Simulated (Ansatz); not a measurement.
Born–Oppenheimer molecular dynamics of a periodic cell of 19 atoms, C (surface graphene monolayer, adsorbate C). It starts from a relaxed structure.

Computed with DFT PBE, scalar-relativistic, plane waves, PAW in Ansatz 0.2.0. Settings: accuracy low, PAW set soft_1, cutoff 420 eV, k mesh 2x2x1, fermi-dirac smearing 0.05 eV, spin collinear.

```yaml
ensemble: NVT, Nosé–Hoover chain
time_step: 1.5 fs
steps_asked: 20
set_temperature: 1200 K
thermostat: time constant 100 fs, chain length 3
seed: 222055
```

Frames 1.5 fs apart, positions in Å, forces in eV/Å.

Velocities at 0 fs (Å/ps):

```
C 5.06 -13.80 7.22
C -5.04 -7.50 16.50
C -13.63 -6.09 6.13
C -6.18 -12.23 2.22
C 1.15 -1.71 15.69
C 2.18 8.27 -13.65
C 2.91 1.24 5.59
C -1.97 -7.27 2.35
C -6.40 5.72 0.18
C 3.31 -3.81 -4.73
C -7.71 1.64 -5.60
C 9.40 -9.99 2.58
C 6.99 7.96 5.83
C -2.74 6.81 8.03
C -5.98 -5.00 -9.40
C -10.94 1.73 0.64
C 0.05 13.41 -21.37
C 19.35 21.41 -1.66
C 10.20 -0.80 -16.54
```

```xyz
19
Lattice="7.3980 0.0000 0.0000 -3.6990 6.4069 0.0000 0.0000 0.0000 11.0000" Properties=species:S:1:pos:R:3:forces:R:3 time_fs=0 energy_less_start_eV=0.000 T=1200
C 0.028 0.001 0.903 -0.01 0.03 0.00
C 1.255 0.683 1.009 0.03 -0.01 -0.03
C -1.207 2.141 0.906 0.01 -0.02 0.00
C -0.003 2.862 1.013 0.00 0.01 -0.03
C -2.437 4.276 0.918 0.01 -0.01 0.02
C -1.216 4.980 0.929 0.00 -0.02 -0.02
C 2.485 -0.001 0.977 -0.02 0.02 0.01
C 3.731 0.720 0.975 -0.01 0.02 0.01
C 1.210 2.108 1.318 -0.02 0.05 0.05
C 2.540 2.880 1.319 0.04 -0.02 0.02
C 0.020 4.269 0.979 -0.01 -0.03 0.01
C 1.266 4.989 0.975 0.03 -0.01 0.02
C 4.966 0.008 0.922 0.00 0.00 0.01
C 6.187 0.712 0.914 -0.01 0.01 0.02
C 3.753 2.126 1.008 -0.02 -0.02 -0.01
C 4.957 2.847 0.906 0.00 0.03 -0.01
C 2.495 4.306 1.008 -0.04 0.00 -0.03
C 3.723 4.987 0.904 0.00 -0.02 0.00
C 1.876 2.495 2.637 -0.01 -0.01 -0.04
19
Lattice="7.3980 0.0000 0.0000 -3.6990 6.4069 0.0000 0.0000 0.0000 11.0000" Properties=species:S:1:pos:R:3:forces:R:3 time_fs=1.5 energy_less_start_eV=0.192 T=1120
C 0.036 -0.020 0.914 -0.33 2.35 0.09
C 1.247 0.671 1.033 0.61 0.55 -0.13
C -1.228 2.132 0.915 0.49 0.58 -0.06
C -0.012 2.844 1.016 -0.37 1.24 -0.17
C -2.435 4.274 0.942 0.23 0.59 -0.44
C -1.213 4.993 0.909 -0.18 -0.76 0.42
C 2.489 0.001 0.986 -0.60 0.00 -0.05
C 3.728 0.709 0.979 0.52 0.62 -0.03
C 1.200 2.116 1.319 0.09 -0.74 -0.03
C 2.545 2.874 1.312 -0.18 0.81 -0.37
C 0.008 4.272 0.971 0.72 -0.77 0.06
C 1.280 4.974 0.978 -0.90 1.11 -0.25
C 4.977 0.020 0.931 -0.55 -0.92 0.00
C 6.183 0.723 0.926 0.30 -0.91 -0.04
C 3.744 2.119 0.994 0.13 -0.05 0.04
C 4.941 2.850 0.907 0.30 -0.28 0.06
C 2.495 4.326 0.975 1.00 -1.07 0.45
C 3.752 5.019 0.901 -1.25 -2.48 0.10
C 1.892 2.494 2.612 -0.02 0.12 0.38
19
Lattice="7.3980 0.0000 0.0000 -3.6990 6.4069 0.0000 0.0000 0.0000 11.0000" Properties=species:S:1:pos:R:3:forces:R:3 time_fs=3 energy_less_start_eV=0.684 T=915
C 0.043 -0.036 0.925 -0.64 4.66 0.19
C 1.241 0.661 1.058 1.19 1.09 -0.22
C -1.247 2.124 0.924 0.88 1.17 -0.12
C -0.022 2.828 1.019 -0.66 2.26 -0.29
C -2.433 4.272 0.964 0.39 1.03 -0.88
C -1.210 5.004 0.889 -0.33 -1.40 0.84
C 2.492 0.003 0.994 -1.13 -0.04 -0.10
C 3.726 0.699 0.982 0.99 1.16 -0.07
C 1.191 2.124 1.319 0.21 -1.36 -0.09
C 2.550 2.870 1.304 -0.38 1.39 -0.78
C -0.002 4.273 0.963 1.33 -1.33 0.11
C 1.292 4.961 0.982 -1.73 2.02 -0.46
C 4.987 0.030 0.940 -1.12 -1.69 -0.02
C 6.179 0.731 0.938 0.56 -1.66 -0.10
C 3.735 2.111 0.980 0.26 -0.08 0.10
C 4.925 2.852 0.908 0.63 -0.51 0.11
C 2.497 4.344 0.944 1.81 -1.98 0.87
C 3.778 5.047 0.899 -2.22 -4.94 0.13
C 1.907 2.493 2.588 -0.04 0.21 0.78
19
Lattice="7.3980 0.0000 0.0000 -3.6990 6.4069 0.0000 0.0000 0.0000 11.0000" Properties=species:S:1:pos:R:3:forces:R:3 time_fs=4.5 energy_less_start_eV=1.230 T=688
C 0.049 -0.044 0.936 -0.92 6.18 0.29
C 1.237 0.653 1.082 1.62 1.58 -0.31
C -1.265 2.118 0.933 1.18 1.61 -0.17
C -0.033 2.816 1.021 -0.77 2.94 -0.37
C -2.430 4.272 0.985 0.47 1.20 -1.29
C -1.208 5.012 0.871 -0.41 -1.85 1.23
C 2.494 0.004 1.002 -1.41 -0.14 -0.13
C 3.725 0.691 0.986 1.25 1.53 -0.10
C 1.182 2.128 1.319 0.31 -1.73 -0.10
C 2.554 2.868 1.295 -0.52 1.72 -1.16
C -0.010 4.271 0.955 1.77 -1.62 0.14
C 1.302 4.952 0.984 -2.28 2.56 -0.61
C 4.994 0.038 0.949 -1.60 -2.27 -0.04
C 6.177 0.737 0.950 0.75 -2.12 -0.15
C 3.727 2.104 0.966 0.39 -0.01 0.16
C 4.910 2.853 0.910 0.96 -0.63 0.15
C 2.502 4.359 0.914 2.23 -2.63 1.21
C 3.801 5.066 0.897 -2.93 -6.61 0.11
C 1.922 2.492 2.565 -0.09 0.28 1.13
19
Lattice="7.3980 0.0000 0.0000 -3.6990 6.4069 0.0000 0.0000 0.0000 11.0000" Properties=species:S:1:pos:R:3:forces:R:3 time_fs=6 energy_less_start_eV=1.569 T=545
C 0.053 -0.041 0.948 -1.13 6.15 0.33
C 1.235 0.647 1.105 1.80 1.98 -0.42
C -1.281 2.115 0.942 1.37 1.78 -0.22
C -0.045 2.809 1.023 -0.63 3.20 -0.39
C -2.426 4.275 1.004 0.49 1.07 -1.64
C -1.206 5.017 0.855 -0.40 -2.06 1.59
C 2.492 0.006 1.010 -1.33 -0.28 -0.18
C 3.727 0.686 0.989 1.20 1.64 -0.13
C 1.173 2.130 1.319 0.36 -1.78 -0.05
C 2.557 2.870 1.284 -0.60 1.81 -1.47
C -0.015 4.267 0.947 2.00 -1.58 0.15
C 1.307 4.947 0.986 -2.37 2.69 -0.72
C 4.998 0.041 0.957 -1.89 -2.65 -0.06
C 6.176 0.739 0.961 0.86 -2.21 -0.18
C 3.719 2.096 0.953 0.51 0.19 0.24
C 4.897 2.853 0.911 1.24 -0.65 0.18
C 2.511 4.369 0.887 2.12 -2.95 1.48
C 3.818 5.072 0.895 -3.44 -6.70 0.08
C 1.937 2.492 2.544 -0.15 0.35 1.41
19
Lattice="7.3980 0.0000 0.0000 -3.6990 6.4069 0.0000 0.0000 0.0000 11.0000" Properties=species:S:1:pos:R:3:forces:R:3 time_fs=7.5 energy_less_start_eV=1.620 T=519
C 0.055 -0.027 0.961 -1.19 4.54 0.28
C 1.237 0.646 1.128 1.68 2.23 -0.57
C -1.294 2.115 0.950 1.45 1.66 -0.25
C -0.059 2.808 1.024 -0.25 3.05 -0.35
C -2.422 4.279 1.020 0.43 0.66 -1.91
C -1.205 5.019 0.842 -0.31 -2.03 1.91
C 2.489 0.007 1.017 -0.91 -0.46 -0.25
C 3.732 0.684 0.992 0.84 1.48 -0.15
C 1.165 2.129 1.319 0.39 -1.52 0.05
C 2.559 2.874 1.270 -0.65 1.67 -1.67
C -0.016 4.260 0.939 2.01 -1.22 0.13
C 1.308 4.947 0.986 -2.00 2.41 -0.83
C 5.000 0.039 0.966 -1.93 -2.77 -0.08
C 6.176 0.736 0.972 0.84 -1.92 -0.20
C 3.712 2.088 0.940 0.62 0.51 0.31
C 4.887 2.852 0.913 1.48 -0.59 0.21
C 2.525 4.373 0.862 1.50 -2.97 1.72
C 3.830 5.067 0.893 -3.79 -5.16 0.09
C 1.952 2.493 2.526 -0.22 0.44 1.56
19
Lattice="7.3980 0.0000 0.0000 -3.6990 6.4069 0.0000 0.0000 0.0000 11.0000" Properties=species:S:1:pos:R:3:forces:R:3 time_fs=9 energy_less_start_eV=1.510 T=562
C 0.055 -0.004 0.974 -1.10 2.12 0.15
C 1.242 0.648 1.150 1.30 2.26 -0.76
C -1.305 2.118 0.958 1.45 1.26 -0.26
C -0.073 2.813 1.025 0.30 2.50 -0.25
C -2.416 4.285 1.032 0.28 0.08 -2.11
C -1.205 5.017 0.832 -0.16 -1.79 2.15
C 2.483 0.007 1.024 -0.25 -0.63 -0.32
C 3.737 0.685 0.994 0.26 1.12 -0.16
C 1.158 2.124 1.319 0.41 -0.98 0.19
C 2.560 2.882 1.253 -0.67 1.34 -1.71
C -0.013 4.251 0.932 1.84 -0.58 0.09
C 1.305 4.952 0.985 -1.31 1.78 -0.94
C 4.997 0.033 0.974 -1.70 -2.61 -0.11
C 6.178 0.731 0.983 0.64 -1.34 -0.21
C 3.707 2.082 0.927 0.71 0.91 0.37
C 4.879 2.850 0.915 1.65 -0.45 0.22
C 2.540 4.372 0.840 0.50 -2.74 1.91
C 3.834 5.052 0.892 -3.87 -2.77 0.15
C 1.966 2.494 2.511 -0.30 0.53 1.58
19
Lattice="7.3980 0.0000 0.0000 -3.6990 6.4069 0.0000 0.0000 0.0000 11.0000" Properties=species:S:1:pos:R:3:forces:R:3 time_fs=10.5 energy_less_start_eV=1.414 T=602
C 0.053 0.022 0.987 -0.86 -0.27 0.00
C 1.249 0.654 1.171 0.74 2.01 -0.99
C -1.313 2.123 0.965 1.42 0.69 -0.26
C -0.087 2.822 1.025 0.92 1.66 -0.11
C -2.410 4.291 1.041 0.01 -0.55 -2.22
C -1.205 5.011 0.826 0.03 -1.40 2.31
C 2.477 0.006 1.031 0.48 -0.74 -0.38
C 3.743 0.688 0.997 -0.40 0.64 -0.16
C 1.152 2.118 1.319 0.48 -0.23 0.35
C 2.559 2.892 1.233 -0.67 0.80 -1.59
C -0.007 4.240 0.925 1.51 0.26 0.05
C 1.300 4.960 0.982 -0.55 0.90 -1.02
C 4.992 0.021 0.983 -1.25 -2.12 -0.15
C 6.181 0.723 0.994 0.25 -0.60 -0.20
C 3.703 2.077 0.915 0.77 1.29 0.43
C 4.873 2.847 0.918 1.74 -0.24 0.22
C 2.557 4.366 0.822 -0.69 -2.34 2.04
C 3.832 5.033 0.890 -3.56 -0.39 0.24
C 1.980 2.496 2.498 -0.37 0.64 1.46
19
Lattice="7.3980 0.0000 0.0000 -3.6990 6.4069 0.0000 0.0000 0.0000 11.0000" Properties=species:S:1:pos:R:3:forces:R:3 time_fs=12 energy_less_start_eV=1.430 T=595
C 0.049 0.048 1.000 -0.49 -2.18 -0.14
C 1.258 0.664 1.189 0.10 1.47 -1.25
C -1.319 2.130 0.972 1.41 0.06 -0.23
C -0.099 2.834 1.024 1.49 0.63 0.03
C -2.405 4.296 1.046 -0.39 -1.11 -2.25
C -1.205 5.003 0.825 0.22 -0.92 2.36
C 2.472 0.004 1.037 1.09 -0.74 -0.42
C 3.749 0.692 0.999 -1.01 0.13 -0.16
C 1.146 2.112 1.320 0.60 0.64 0.50
C 2.558 2.904 1.210 -0.66 0.07 -1.32
C 0.002 4.230 0.918 1.09 1.17 0.01
C 1.294 4.969 0.977 0.11 -0.12 -1.07
C 4.984 0.006 0.991 -0.67 -1.32 -0.20
C 6.184 0.713 1.004 -0.29 0.16 -0.19
C 3.700 2.074 0.904 0.79 1.57 0.49
C 4.872 2.844 0.921 1.73 0.03 0.19
C 2.572 4.356 0.807 -1.88 -1.80 2.06
C 3.823 5.012 0.890 -2.80 1.51 0.35
C 1.993 2.500 2.488 -0.43 0.75 1.23
19
Lattice="7.3980 0.0000 0.0000 -3.6990 6.4069 0.0000 0.0000 0.0000 11.0000" Properties=species:S:1:pos:R:3:forces:R:3 time_fs=13.5 energy_less_start_eV=1.561 T=542
C 0.045 0.070 1.013 -0.06 -3.49 -0.23
C 1.267 0.677 1.206 -0.48 0.66 -1.52
C -1.322 2.137 0.978 1.46 -0.52 -0.18
C -0.108 2.847 1.024 1.93 -0.44 0.17
C -2.399 4.298 1.046 -0.90 -1.52 -2.21
C -1.204 4.994 0.827 0.39 -0.40 2.30
C 2.469 0.001 1.042 1.47 -0.62 -0.43
C 3.752 0.696 1.000 -1.47 -0.32 -0.15
C 1.142 2.107 1.322 0.76 1.52 0.62
C 2.555 2.915 1.184 -0.64 -0.80 -0.92
C 0.012 4.223 0.911 0.60 2.00 -0.02
C 1.288 4.978 0.970 0.58 -1.18 -1.07
C 4.976 -0.012 0.998 -0.07 -0.27 -0.25
C 6.187 0.704 1.014 -0.85 0.84 -0.17
C 3.698 2.075 0.894 0.77 1.68 0.54
C 4.873 2.840 0.924 1.59 0.34 0.14
C 2.584 4.343 0.796 -2.91 -1.11 1.95
C 3.808 4.995 0.889 -1.70 2.80 0.45
C 2.006 2.505 2.481 -0.46 0.83 0.94
19
Lattice="7.3980 0.0000 0.0000 -3.6990 6.4069 0.0000 0.0000 0.0000 11.0000" Properties=species:S:1:pos:R:3:forces:R:3 time_fs=15 energy_less_start_eV=1.738 T=470
C 0.040 0.085 1.026 0.35 -4.25 -0.28
C 1.275 0.690 1.219 -0.95 -0.28 -1.76
C -1.322 2.143 0.984 1.55 -0.99 -0.11
C -0.114 2.860 1.024 2.19 -1.35 0.27
C -2.396 4.298 1.043 -1.41 -1.71 -2.10
C -1.203 4.983 0.834 0.51 0.10 2.16
C 2.469 -0.004 1.046 1.57 -0.38 -0.39
C 3.753 0.699 1.002 -1.72 -0.64 -0.14
C 1.139 2.104 1.325 0.94 2.25 0.70
C 2.551 2.925 1.157 -0.59 -1.76 -0.44
C 0.024 4.218 0.903 0.09 2.56 -0.02
C 1.284 4.985 0.961 0.86 -2.13 -1.02
C 4.966 -0.030 1.005 0.44 0.91 -0.29
C 6.189 0.697 1.023 -1.32 1.33 -0.14
C 3.698 2.078 0.884 0.74 1.58 0.59
C 4.877 2.837 0.928 1.31 0.64 0.05
C 2.591 4.328 0.789 -3.63 -0.28 1.75
C 3.791 4.982 0.890 -0.47 3.51 0.53
C 2.017 2.511 2.475 -0.47 0.89 0.67
19
Lattice="7.3980 0.0000 0.0000 -3.6990 6.4069 0.0000 0.0000 0.0000 11.0000" Properties=species:S:1:pos:R:3:forces:R:3 time_fs=16.5 energy_less_start_eV=1.859 T=421
C 0.036 0.093 1.038 0.66 -4.51 -0.31
C 1.281 0.704 1.230 -1.27 -1.22 -1.95
C -1.320 2.147 0.990 1.66 -1.32 -0.05
C -0.116 2.870 1.025 2.31 -1.94 0.32
C -2.395 4.295 1.036 -1.80 -1.66 -1.94
C -1.201 4.973 0.845 0.53 0.56 1.95
C 2.471 -0.009 1.050 1.41 -0.07 -0.32
C 3.751 0.702 1.003 -1.73 -0.82 -0.16
C 1.137 2.106 1.329 1.11 2.72 0.70
C 2.546 2.933 1.129 -0.51 -2.69 0.04
C 0.036 4.219 0.896 -0.44 2.70 0.02
C 1.280 4.988 0.951 0.99 -2.80 -0.93
C 4.958 -0.046 1.012 0.81 2.02 -0.33
C 6.188 0.692 1.032 -1.58 1.58 -0.12
C 3.700 2.084 0.876 0.71 1.29 0.62
C 4.883 2.836 0.932 0.93 0.85 -0.06
C 2.591 4.312 0.785 -3.93 0.68 1.48
C 3.773 4.976 0.892 0.61 3.70 0.58
C 2.028 2.519 2.470 -0.47 0.93 0.45
```

Of the whole run (30 fs, mean temperature of the second half 600 K): The conserved energy stayed within 2.3 meV per atom of its start (net change 1.8 meV per atom), so the integration is sound. The mean temperature of the second half is 50 % below the set value. A run of 0.03 ps of so small a system gives no equilibrium averages. Limits of this set-up: coarse k mesh, slab without dipole correction, low accuracy level.

Time of the run: 12 min on 1 thread of Arm Neoverse V2, with other jobs on the host, peak memory 0.84 GiB.
